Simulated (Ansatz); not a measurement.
**Straining SbPt**

Method: DFT PBEsol, scalar-relativistic, plane waves, PAW in Ansatz. Settings: 420 eV cutoff, 12×12×10 k-mesh, Gaussian smearing of 0.10 eV, no spin polarisation.

Starting point, cell and atoms relaxed:

```
CELL_PARAMETERS angstrom
4.17078 0.00000 0.00000
-2.08539 3.61200 0.00000
0.00000 0.00000 5.46849
ATOMIC_POSITIONS crystal
Sb 0.33333 0.66667 0.25000
Sb 0.66667 0.33333 0.75000
Pt 0.00000 0.00000 0.00000
Pt 0.00000 0.00000 0.50000
```

Deformation: biaxial strain in the a-b plane, with the length and tilt of c and the atoms relaxed, all within the symmetry that the strain leaves. Energies are extrapolated to zero smearing. Stress is positive in compression, on the Cartesian axes of the cell above. On this cell's mesh the reference holds a stress of up to 0.20 GPa.

Spin–orbit coupling is left out, which can shift energies with elements as heavy as these.

Strains computed: -4.5, -3.0, -1.5, +1.5, +3.0, +4.5 %.

**Question.** At which strain does the energy stand 48.1 meV/atom over the relaxed crystal with σxx = 7.76, σyy = 7.76, σzz = -0.01 GPa?

**Answer.** -4.5 %.